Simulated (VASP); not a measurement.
Set up this calculation in VASP 6.6.1, as the native input.

```yaml
Task: single point
Functional: PBEsol
Potentials_or_basis: VASP PAW PBE potentials, release 64 (Gd, O)
Cutoff: 520 eV
k_mesh: 6 × 6 × 6
Occupations: gaussian, width 0.05 eV
Spin: collinear spin, twin_end start
Starting_moments: "[7.72, 0.01] μB"
Hubbard_terms: Gd f U = 8.0 eV
Dipole_correction: no
Further_INCAR_settings: ALGO = Normal; EDIFF = 1e-07; NBANDS = 23
```

The structure of GdO lies in POSCAR:

```
GdO
1.0
    0.0000000000      2.7000000000      2.7000000000
    2.7000000000      0.0000000000      2.7000000000
    2.7000000000      2.7000000000      0.0000000000
Gd O
1 1
Direct
    0.0000000000      0.0000000000      0.0000000000
    0.2500000000      0.2500000000      0.2500000000
```

The cell comes from a database or a generator and needn't be the stable form of this composition.

One way to write it, as run:

INCAR

```
SYSTEM = GdO
  PREC = Accurate
  ENCUT = 520
  EDIFF = 1E-7
  ISMEAR = 0
  SIGMA = 0.05
  LREAL = .False.
  LASPH = .True.
  NELM = 150
  ALGO = Normal
  ISIF = 2
  LWAVE = .False.
  LCHARG = .False.
  ISPIN = 2
  MAGMOM = 7.72 0.01
  LORBIT = 11
  LMAXMIX = 6
  LDAU = .True.
  LDAUTYPE = 2
  LDAUL = 3 -1
  LDAUU = 8 0
  LDAUJ = 0 0
  LDAUPRINT = 1
  GGA = PS
  NBANDS = 23
```

KPOINTS

```
Automatic mesh
0
Gamma
  6 6 6
  0 0 0
```

Potentials or basis: VASP PAW PBE potentials, release 64 (Gd, O).

The run is started by

```console
$ cat potpaw_PBE.64/Gd/POTCAR potpaw_PBE.64/O/POTCAR > POTCAR
$ mpirun -np 1 vasp_std > vasp.out
```

Results of the run:

* Pressure: -3.6 GPa
* Band gap on the k mesh: none (metal or under the smearing width)
* Net moment: 7.92 μB per cell
* Site moments: Gd +7.08; O -0.01 μB
* Valence electrons inside the program's atomic spheres: Gd 15.14; O 4.98

Caveat: the PAW data sets were made with another functional, which shifts forces and pressure a little; spin-orbit coupling is left out, which moves the levels of the heavy elements; a cell with one magnetic atom can't hold antiferromagnetic order, which such compounds often take.

It took 38 s on 1 thread of Intel(R) Xeon(R) Platinum 8488C (Sapphire Rapids), with other jobs on the host, peak memory 0.19 GiB.
